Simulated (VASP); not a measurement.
ZnS:

```
CELL_PARAMETERS angstrom
0.00000 2.70200 2.70200
2.70200 0.00000 2.70200
2.70200 2.70200 0.00000
ATOMIC_POSITIONS crystal
Zn 0.75000 0.75000 0.75000
S 0.00000 0.00000 0.00000
```

Base run:

```yaml
Program: VASP 6.6.1
Functional: TB-mBJ
Potentials_or_basis: VASP PAW PBE potentials, release 64 (Zn, S)
Cutoff: 520 eV
k_mesh: 10 × 10 × 10
Occupations: gaussian, width 0.02 eV
Spin: no spin polarisation
```

Its results: band gap on the k mesh 3.70 eV, direct.

Q: The run is repeated on the same cell with these changes: functional from TB-mBJ to r2SCAN. What comes out?

A: Band gap on the k mesh 2.67 eV, direct.

Not every run made on this cell is shown here.
